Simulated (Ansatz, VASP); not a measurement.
Two plane-wave programs on H

The input INCAR:

```
PREC = Accurate
ENCUT = 600
EDIFF = 1E-6
ISMEAR = 0
SIGMA = 0.02
LREAL = False
LASPH = True
NELM = 60
ALGO = Normal
ISIF = 3
LWAVE = False
LCHARG = False
GGA = PS
IBRION = 2
NSW = 100
EDIFFG = -0.005
```

File KPOINTS:

```
regular mesh
0
Gamma
  10 10 10
```

POSCAR

```
H
1.0
   -1.7538615527      1.7538615527      2.1865365920
    1.7538615527     -1.7538615527      2.1865365920
    1.7538615527      1.7538615527     -2.1865365920
H
2
Direct
    0.9131798545      0.9131798545      0.0000000000
    0.0868201455      0.0868201455      0.0000000000
```

Input for Ansatz:

```yaml
crystal:
  lattice:
    - [-1.7538636044, 1.7538636044, 2.1865336887]
    - [1.7538636044, -1.7538636044, 2.1865336887]
    - [1.7538636044, 1.7538636044, -2.1865336887]
  atoms:
    - { symbol: H, position: [0.9131797345, 0.9131797345, 0.0] }
    - { symbol: H, position: [0.0868202655, 0.0868202655, 0.0] }
basis:
  ecutwfc: 420
kpoints:
  mp_grid: { grid: [10, 10, 10] }
hamiltonian:
  xc: pbesol
scf:
  occupations: { method: gaussian, width: 0.02 }
output:
  forces: true
  stress: true
  eigenvalues: true
relax:
  adjacent_minimum: "off"
  f_tol: 0.005
  max_steps: 80
  cell: { stress_tol: 0.05 }
```

Alike in both runs: task relaxation of cell and atoms; functional PBEsol; k mesh 10 × 10 × 10; occupations gaussian, width 0.02 eV; no spin polarisation.

|  | VASP | Ansatz |
| --- | --- | --- |
| version | VASP 6.6.1 | Ansatz 0.2.0 |
| potentials or method | VASP PAW PBE potentials, release 64 (H) | scalar-relativistic, plane waves, PAW |
| plane-wave cutoff (eV) | 600 | 420 |
| valence electrons in the cell | 2 | 2 |

Ansatz gave:

```
gap on the k mesh at the Fermi level, each at its own relaxed structure (eV) : 8.87
relaxed volume (Å³/atom)                                                     : 13.45
relaxed cell length with the largest relative difference (Å)                 : 3.307
```

Q: Which values does VASP return?

A: gap on the k mesh at the Fermi level, each at its own relaxed structure (eV): 8.86; relaxed volume (Å³/atom): 13.45; relaxed cell length with the largest relative difference (Å): 3.307.

Caveats: the relaxation stopped at its first step, so nothing moved; the PAW data sets were made with another functional, which shifts forces and pressure a little (VASP). PBEsol gaps usually lie below the measured ones, often by a third to a half. A k mesh can miss the band edges.
